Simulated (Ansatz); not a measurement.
Runs of Ansatz 0.2.0 on Bi2Se3 (Paraguanajuatite). Symmetry: R-3m, No. 166, trigonal system. Conventional cell: a = 4.143 Å, b = 4.143 Å, c = 28.636 Å, α = 90.00°, β = 90.00°, γ = 120.00°. Around Bi (site symmetry 3m) lie 6 Se at 2.85 to 3.07 Å. Se (site symmetry 3m) is surrounded by 3 Bi at 2.85 Å. Se (site symmetry -3m) is surrounded by 6 Bi at 3.07 Å. 

```tsv
task	level	potentials or basis	cell	k mesh	cutoff (eV)	points for each segment of the path	gap on the mesh (eV)	pressure (GPa)	relaxed volume (Å³/atom)	largest force (eV/Å)
relaxation of cell and atoms	PBEsol+D4	Ansatz PAW	relaxed	8 × 8 × 8	420	-	-	0.0	(a)	-
band structure	PBE	PseudoDojo standard (PBE files)	as given	8 × 8 × 8	1170	14	0.21	(b)	-	0.16
single point	PBE	Ansatz PAW	as given	13 × 13 × 13	420	-	0.21	2.6	-	0.16
relaxation of cell and atoms	BLYP+D4	Ansatz PAW	relaxed	8 × 8 × 8	420	-	0.18	0.0	28.70	0.01
```

Alike in all rows: no spin polarisation; smearing fermi-dirac 0.05 eV.

**Question.** Fill in the values left out.

**Answer.** (a) 27.12; (b) 2.5.

Caveats: spin-orbit coupling is left out, which as a rule narrows the gap of such compounds by several tenths of an eV (some runs); the plane-wave basis is chosen anew once the cell has moved, so the energies of steps on either side of that aren't comparable (some runs); the PAW data sets come from PBE, with cores solved anew for the run's functional, which leaves a small shift of forces and pressure (some runs); spin-orbit coupling is left out, which moves the levels of the heavy elements (some runs); odd divisions of the mesh miss points on the zone boundary, where band edges often lie, so the gap on the mesh can be too wide (some runs).

A k mesh can miss the band edges, and the runs leave out spin-orbit coupling on Bi, Se.
